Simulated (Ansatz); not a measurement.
Input and command of a plane-wave DFT calculation in Ansatz:

```yaml
crystal:
  lattice:
    - [5.2909230927, 0.0, -0.1587276928]
    - [-2.6454615464, 4.5820738078, 0.0793638464]
    - [-0.1479096738, 0.0, 4.9303224608]
  atoms:
    - { symbol: Ta, position: [0.666748299, 0.666748299, 0.7533371949] }
    - { symbol: Ta, position: [0.0, 0.333251701, 0.7533371949] }
    - { symbol: Ta, position: [0.333251701, 0.0, 0.7533371949] }
    - { symbol: Ta, position: [0.333251701, 0.333251701, 0.2466628051] }
    - { symbol: Ta, position: [0.0, 0.666748299, 0.2466628051] }
    - { symbol: Ta, position: [0.666748299, 0.0, 0.2466628051] }
    - { symbol: "N", position: [0.6666666667, 0.3333333333, 0.5] }
    - { symbol: "N", position: [0.3333333333, 0.6666666667, 0.5] }
    - { symbol: "N", position: [0.0, 0.0, 0.0] }
basis:
  ecutwfc: 500
kpoints:
  mp_grid: { grid: [12, 12, 8] }
hamiltonian:
  xc: r2scan
scf:
  occupations: { method: gaussian, width: 0.15 }
output:
  forces: true
  stress: true
  eigenvalues: true
```

```bash
ansatz run input.yaml --threads 2 --pin off --max-ram 5120MiB --backend cpu --events-out ev --progress --plain --runs-dir out
```

Processor: Intel(R) Xeon(R) Processor @ 2.50GHz (Skylake/Cascade Lake), 2 threads, on a host shared with other jobs.

Estimate time, memory and problem size.

About 3.2 min on 2 threads of Intel(R) Xeon(R) Processor @ 2.50GHz (Skylake/Cascade Lake), with other jobs on the host, peak memory 1.9 GiB. It solves 56 bands at 320 k points (the mesh reduced by symmetry) with about 3027 plane waves, in 8 SCF iterations.
